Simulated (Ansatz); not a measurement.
The cell is NaCl built on the h-MgO prototype; cell and atoms were relaxed with r2SCAN. It is hexagonal, P6_3/mmc (No. 194); a = 4.721 Å, c = 5.570 Å in the conventional setting, 26.88 Å³ an atom. Around Na lie 5 Cl at 2.73–2.78 Å; around Cl lie 5 Na at 2.73–2.78 Å.

```cif
data_structure
_symmetry_space_group_name_H-M 'P 1'
_symmetry_Int_Tables_number 1
_cell_length_a 4.7211
_cell_length_b 4.7211
_cell_length_c 5.5698
_cell_angle_alpha 90.000
_cell_angle_beta 90.000
_cell_angle_gamma 120.000
_cell_volume 107.51
loop_
_atom_site_label
_atom_site_type_symbol
_atom_site_fract_x
_atom_site_fract_y
_atom_site_fract_z
_atom_site_occupancy
Na1 Na 0.33333 0.66667 0.25000 1
Na2 Na 0.66667 0.33333 0.75000 1
Cl1 Cl 0.66667 0.33333 0.25000 1
Cl2 Cl 0.33333 0.66667 0.75000 1
```

The questions ask for values computed with Ansatz 0.2.0 on this geometry. The calculation is spin-unpolarised, and the structure need not be a phase that has been made.

Given (6×6×6 mesh): With PBE the gap is 4.84 eV and direct, at Γ.

(1) Estimate the gap with LDA on 6×6×6.

(2) How does the gap change from PBE to DDH-PBE0 (6×6×4)?

(3) Order these levels by the gap that they give, smallest first.
A. DDH-PBE0
B. HSE06
C. r2SCAN
D. PBE0
E. PBE
F. LDA

(4) Roughly how does the cost of the LDA run (6×6×6) compare with r2SCAN's (6×6×6)?

(5) What are ε∞ and the Born charges with r2SCAN?

(6) How do the levels compare, in gap and in cost?

Results:

(1) With LDA the gap is 4.44 eV and direct, at Γ. The gap differs by -0.40 eV from PBE's.

(2) With DDH-PBE0 the gap is 8.56 eV and direct, at Γ. The share of exact exchange is 0.454. The gap differs by +3.72 eV from PBE's.

(3) F (4.44 eV), E (4.84 eV), C (5.46 eV), B (6.13 eV), D (6.87 eV), A (8.56 eV).

(4) About 0.5 times as much (11 core-seconds against 22 core-seconds, on a shared machine).

(5) The electronic dielectric tensor ε∞ is 2.10 along x and y, 2.18 along z. Born charges, averaged over directions: Na +1.02, Cl -1.02 e.

(6) r2SCAN covers 48 % of the step from PBE to HSE06, while HSE06 needs about 23 times r2SCAN's cost (on a coarser mesh). Among these functionals the gap stays direct.

The meshes of the hybrids are coarse, so their gaps aren't converged to the digits shown.
